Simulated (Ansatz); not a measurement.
MnF2:

```
CELL_PARAMETERS angstrom
4.87380 0.00000 0.00000
0.00000 4.87380 0.00000
0.00000 0.00000 3.31070
ATOMIC_POSITIONS crystal
Mn 0.50000 0.50000 0.50000
Mn 0.00000 0.00000 0.00000
F 0.80530 0.19470 0.50000
F 0.69470 0.69470 0.00000
F 0.19470 0.80530 0.50000
F 0.30530 0.30530 0.00000
```

Base run:

- Program: Ansatz 0.2.0
- Functional: PBEsol
- Potentials or basis: Ansatz PAW
- Cutoff: 420 eV (not typed: the program's choice for these potentials)
- k mesh: 6 × 6 × 8
- Occupations: fermi-dirac, width 0.05 eV
- Spin: collinear spin, antiferromagnetic start
- Starting moments: [4.0, -4.0, 0.0, 0.0, 0.0, 0.0] μB

Its results: band gap on the k mesh 2.01 eV, indirect (least direct gap 2.07 eV); pressure -1.8 GPa; largest force 0.058 eV/Å.

The run is repeated on the same cell with these changes: spin from collinear spin, antiferromagnetic start to no spin polarisation. What comes out?

Band gap on the k mesh none (metal or under the smearing width); pressure -20.8 GPa; largest force 0.074 eV/Å.

Caveats: the PAW data sets come from PBE, with cores solved anew for the run's functional, which leaves a small shift of forces and pressure; semilocal functionals often make such compounds metallic where correlation or magnetic order opens a gap, which also shifts bond lengths (some runs).

A k mesh can miss the band edges.
